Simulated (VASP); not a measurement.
# Cu (Fm-3m) in VASP: notebook

Runs on Cu. Level: PBE. Tasks: relaxation of cell and atoms.

Everything below comes from runs of VASP 6.6.1. Logs are shortened: lines on timing, memory, paths and dates and some standing lists are left out, and cuts for length are marked.

### 1 The crystal as given

Symmetry: Fm-3m, No. 225, cubic system. The conventional cell has a = 3.582 Å, b = 3.582 Å, c = 3.582 Å, α = 90.00°, β = 90.00°, γ = 90.00°. Around Cu (site symmetry m-3m) lie 12 Cu at 2.53 Å.

### 2 Relaxation of cell and atoms, PBE

The input, INCAR:

```
SYSTEM = Cu
ALGO = Normal ; EDIFF = 1E-7
EDIFFG = -0.002 ; ENCUT = 520
GGA = PE ; IBRION = 2
ISIF = 3 ; ISMEAR = 0
LASPH = .TRUE. ; LCHARG = .FALSE.
LREAL = .FALSE. ; LWAVE = .FALSE.
NELM = 100 ; NSW = 80
PREC = Accurate ; SIGMA = 0.1
```

The input, KPOINTS:

```
k-points
0
G
  6 6 6
  0 0 0
```

The input, POSCAR:

```
Cu
1.0
    0.0000000000      1.7909550000      1.7909550000
    1.7909550000      0.0000000000      1.7909550000
    1.7909550000      1.7909550000      0.0000000000
Cu
1
Direct
    0.0000000000      0.0000000000      0.0000000000
```

Potentials or basis: VASP PAW PBE potentials, release 64 (Cu).

On the command line:

```
$ cat potpaw_PBE.64/Cu/POTCAR > POTCAR
$ mpirun -np 1 vasp_std > vasp.out
```

OUTCAR:

```text
SYSTEM = Cu
   EDIFF = 1E-7
   EDIFFG = -0.002
   ENCUT = 520
   GGA = PE
   IBRION = 2
   ISIF = 3
   ISMEAR = 0
   LASPH = .TRUE.
   LREAL = .FALSE.
   NELM = 100
   NSW = 80
   PREC = Accurate

 ion  position               nearest neighbor table
   1  0.000  0.000  0.000-

  LATTYP: Found a face centered cubic cell.
 ALAT       =     3.5819100000

  Lattice vectors:

 A1 = (   0.0000000000,   1.7909550000,   1.7909550000)
 A2 = (   1.7909550000,   0.0000000000,   1.7909550000)
 A3 = (   1.7909550000,   1.7909550000,   0.0000000000)

Analysis of symmetry for initial positions (statically):
=====================================================================
 Subroutine PRICEL returns:
 Original cell was already a primitive cell.

 Routine SETGRP: Setting up the symmetry group for a
 face centered cubic supercell.

 Subroutine GETGRP returns: Found 48 space group operations
 (whereof 48 operations were pure point group operations)
 out of a pool of 48 trial point group operations.

The static configuration has the point symmetry O_h .

Analysis of symmetry for dynamics (positions and initial velocities):
=====================================================================
 Subroutine PRICEL returns:
 Original cell was already a primitive cell.

 Routine SETGRP: Setting up the symmetry group for a
 face centered cubic supercell.

 Subroutine GETGRP returns: Found 48 space group operations
 (whereof 48 operations were pure point group operations)
 out of a pool of 48 trial point group operations.

The dynamic configuration has the point symmetry O_h .

 Subroutine INISYM returns: Found 48 space group operations
 (whereof 48 operations are pure point group operations),
 and found     1 'primitive' translations

----------------------------------------------------------------------------------------

                                     Primitive cell

  volume of cell :      11.4890

  direct lattice vectors                    reciprocal lattice vectors
     0.000000000  1.790955000  1.790955000    -0.279180661  0.279180661  0.279180661
     1.790955000  0.000000000  1.790955000     0.279180661 -0.279180661  0.279180661
     1.790955000  1.790955000  0.000000000     0.279180661  0.279180661 -0.279180661

  length of vectors
     2.532792851  2.532792851  2.532792851     0.483555089  0.483555089  0.483555089

  position of ions in fractional coordinates (direct lattice)
     0.000000000  0.000000000  0.000000000

[... 58 lines left out ...]
   ISTART =      0    job   : 0-new  1-cont  2-samecut
   ICHARG =      2    charge: 1-file 2-atom 10-const
   ISPIN  =      1    spin polarized calculation?
   LNONCOLLINEAR =      F non collinear calculations
   LSORBIT =      F    spin-orbit coupling
   LASPH  =      T    aspherical Exc in radial PAW
   ENCUT  =  520.0 eV  38.22 Ry    6.18 a.u.   4.71  4.71  4.71*2*pi/ulx,y,z
   NELM   =    100;   NELMIN=  2; NELMDL= -5     # of ELM steps
   EDIFF  = 0.1E-06   stopping-criterion for ELM
   LREAL  =      F    real-space projection
   EDIFFG = -.2E-02   stopping-criterion for IOM
   NSW    =     80    number of steps for IOM
   IBRION =      2    ionic relax: 0-MD 1-quasi-New 2-CG
   NFREE  =      1    steps in history (QN), initial steepest desc. (CG)
   ISIF   =      3    stress and relaxation
   ISYM   =      2    0-nonsym 1-usesym 2-fastsym
   POTIM  = 0.5000    time-step for ionic-motion
   TEBEG  =    0.0;   TEEND  =   0.0 temperature during run
   PSTRESS=    0.0 pullay stress
   NELECT =      11.0000    total number of electrons
   NUPDOWN=      -1.0000    fix difference up-down
   EMIN   =  10.00;   EMAX   =-10.00  energy-range for DOS
   EFERMI =   0.00;   METHOD = LEGACY
   ISMEAR =     0;   SIGMA  =   0.10  broadening in eV -4-tet -1-fermi 0-gaus
   EFERMI_NEDOS =   21; number of points for ismear=-14 and -15
   IALGO  =     38    algorithm
   IMIX   =      4    mixing-type and parameters
     AMIX     =   0.40;   BMIX     =  1.00
     AMIX_MAG =   1.60;   BMIX_MAG =  1.00
  volume/ion in A,a.u.               =      11.49        77.53
  Fermi-wavevector in a.u.,A,eV,Ry     =   1.613533  3.049134 35.422593  2.603487
  Thomas-Fermi vector in A             =   2.708587
   LORBIT       =      0    0 simple, 1 ext, 2 COOP (PROOUT), +10 PAW based schemes
   GGA     = PE    functional components
   LHFCALC =     F    Hartree Fock is set to
   AEXX    =    0.0000 exact exchange contribution
   IVDW    =     0    specifies the selected vdW correction
   LEPSILON=     F    determine dielectric tensor
   LRPA    =     F    only Hartree local field effects (RPA)
 conjugate gradient relaxation of ions
 non-spin polarized calculation
 Gauss-broadening in eV      SIGMA  =   0.10
  energy-cutoff  :      520.00
  volume of cell :       11.49
 maximum number of plane-waves:       331
   NGX =  9   NGY =  9   NGZ =  9

--------------------------------------- Ionic step        1  -------------------------------------------

 number of electron      11.0000011 magnetization

 Free energy of the ion-electron system (eV)
  ---------------------------------------------------
  ext. energy  EPLUGINS =         0.00000000
  ---------------------------------------------------
  free energy    TOTEN  =        -3.65420206 eV

  energy without entropy =       -3.64824322  energy(sigma->0) =       -3.65122264

------------------------ aborting loop because EDIFF is reached ----------------------------------------

  FORCE on cell =-STRESS in cart. coord.  units (eV):
  Direction    XX          YY          ZZ          XY          YZ          ZX
  --------------------------------------------------------------------------------------
  -------------------------------------------------------------------------------------
  Total        0.5713701      0.5713701      0.5713701      0.0000000      0.0000000     -0.0000000
  in kB       79.6790409     79.6790409     79.6790409      0.0000000      0.0000000     -0.0000000
  external PRESSURE =      79.6790409 kB  Pullay stress =       0.0000000 kB
[... 57 lines left out ...]
--------------------------------------- Ionic step        3  -------------------------------------------

 number of electron      10.9999994 magnetization

 Free energy of the ion-electron system (eV)
  ---------------------------------------------------
  ext. energy  EPLUGINS =         0.00000000
  ---------------------------------------------------
  free energy    TOTEN  =        -3.66821730 eV

  energy without entropy =       -3.66225791  energy(sigma->0) =       -3.66523760

 E-fermi :   7.2349     XC(G=0): -12.5948

 val. band max:        7.2123334910   @ k =   0.5000   0.3333   0.1667
 cond. band min:       7.7717561611   @ k =   0.5000   0.1667   0.0000
 fundamental gap:      0.5594226702
 Fermi energy:         7.2348673470

 k-point     1 :       0.0000    0.0000    0.0000
  band No.  band energies     occupation
      1      -1.8727      2.00000
      2       4.3443      2.00000
      3       4.3443      2.00000
      4       4.3443      2.00000
      5       5.1373      2.00000
      6       5.1373      2.00000
      7      29.7189      0.00000
      8      32.1852      0.00000
      9      32.1852      0.00000
[... 206 lines left out ...]
  FREE ENERGIE OF THE ION-ELECTRON SYSTEM (eV)
  ---------------------------------------------------
  free  energy   TOTEN  =        -3.6682172997 eV

  energy  without entropy=       -3.6622579091  energy(sigma->0) =       -3.66523760

 reached required accuracy - stopping structural energy minimisation
```

CONTCAR:

```text
Cu
   1.00000000000000
    -0.0000000000000000    1.8212858728956041    1.8212858728956041
     1.8212858728956041    0.0000000000000000    1.8212858728956041
     1.8212858728956041    1.8212858728956041    0.0000000000000000
  Cu
     1
Direct
     0.0000000000000000    0.0000000000000000    0.0000000000000000

  0.00000000E+00  0.00000000E+00  0.00000000E+00
```

Wall time 6.7 s (1 thread of Intel Xeon Platinum 8375C at 2.90GHz (Ice Lake), shared host); peak memory 0.12 GiB.

Results:

| Property | Result |
| --- | --- |
| Free energy | -3.6682 eV |
| Relaxed volume | 12.08 Å³/atom |
| Relaxed cell | a = 2.576 Å, b = 2.576 Å, c = 2.576 Å, α = 60.00°, β = 60.00°, γ = 60.00° |
| Space group after relaxing (to 0.05 Å) | Fm-3m (No. 225) |
| Energy gained by relaxing | 14.0 meV/atom |
| Ionic steps | 3 |
| Pressure after relaxing | 0.0 GPa |
| Band gap on the k mesh | none (metal or under the smearing width) |

Step by step:
| step | energy change (eV) | largest force (eV/Å) | pressure (GPa) | volume (Å³) |
| --- | --- | --- | --- | --- |
| 1 | 0.0000 | 0.0000 | 7.97 | 11.49 |
| 2 | -0.0091 | 0.0000 | -4.02 | 12.47 |
| 3 | -0.0140 | 0.0000 | 0.01 | 12.08 |

Final structure:
```
CELL_PARAMETERS angstrom
0.00000 1.82129 1.82129
1.82129 0.00000 1.82129
1.82129 1.82129 0.00000
ATOMIC_POSITIONS crystal
Cu 0.00000 0.00000 0.00000
```

Caveat: the k mesh is coarse (spacing up to 0.51 Å⁻¹), so the values aren't converged. Zero-point motion and thermal expansion aren't in these numbers.

### 3 Relaxation of cell and atoms, PBE

This run uses another cell than the first one, of 12.08 Å³/atom, 1.052 times its volume.

INCAR is that of step 2.

KPOINTS is that of step 2.

The input, POSCAR:

```
Cu                                      
1.0
   -0.0000000000      1.8212858729      1.8212858729
    1.8212858729      0.0000000000      1.8212858729
    1.8212858729      1.8212858729      0.0000000000
  Cu            
     1
Direct
     0.0000000000000000    0.0000000000000000    0.0000000000000000
```

Potentials or basis: VASP PAW PBE potentials, release 64 (Cu).

On the command line:

```
$ cat potpaw_PBE.64/Cu/POTCAR > POTCAR
$ mpirun -np 1 vasp_std > vasp.out
```

Wall time 5.8 s (1 thread of Intel Xeon Platinum 8375C at 2.90GHz (Ice Lake), shared host); peak memory 0.12 GiB.

The run converged. Its results:

```yaml
Free_energy: -3.6688 eV
Relaxed_volume: 12.09 Å³/atom
Relaxed_cell: a = 2.576 Å, b = 2.576 Å, c = 2.576 Å, α = 60.00°, β = 60.00°, γ = 60.00°
Space_group_after_relaxing_to_0.05_Å: Fm-3m (No. 225)
Energy_gained_by_relaxing: 0.0 meV/atom
Ionic_steps: 3
Pressure_after_relaxing: 0.0 GPa
Band_gap_on_the_k_mesh: none (metal or under the smearing width)
```

Final structure:
```cif
data_structure
_symmetry_space_group_name_H-M 'P 1'
_symmetry_Int_Tables_number 1
_cell_length_a 2.5763
_cell_length_b 2.5763
_cell_length_c 2.5763
_cell_angle_alpha 60.000
_cell_angle_beta 60.000
_cell_angle_gamma 60.000
_cell_volume 12.09
loop_
_atom_site_label
_atom_site_type_symbol
_atom_site_fract_x
_atom_site_fract_y
_atom_site_fract_z
_atom_site_occupancy
Cu1 Cu 0.00000 0.00000 0.00000 1
```

Levels at points of the mesh, in eV from the Fermi level:
| k point | band 4 | band 5 | band 6 | band 7 | band 8 | band 9 |
| --- | --- | --- | --- | --- | --- | --- |
| (0.00, 0.00, 0.00) | -2.89 | -2.10 | -2.10 | 22.48 | 24.94 | 24.94 |
| (0.50, 0.00, 0.00) | -1.55 | -1.55 | -0.86 | 3.71 | 20.98 | 21.78 |
| (0.50, 0.50, 0.00) | -1.41 | -1.41 | 1.59 | 7.02 | 12.97 | 12.97 |

Caveat: the k mesh is coarse (spacing up to 0.50 Å⁻¹), so the values aren't converged.
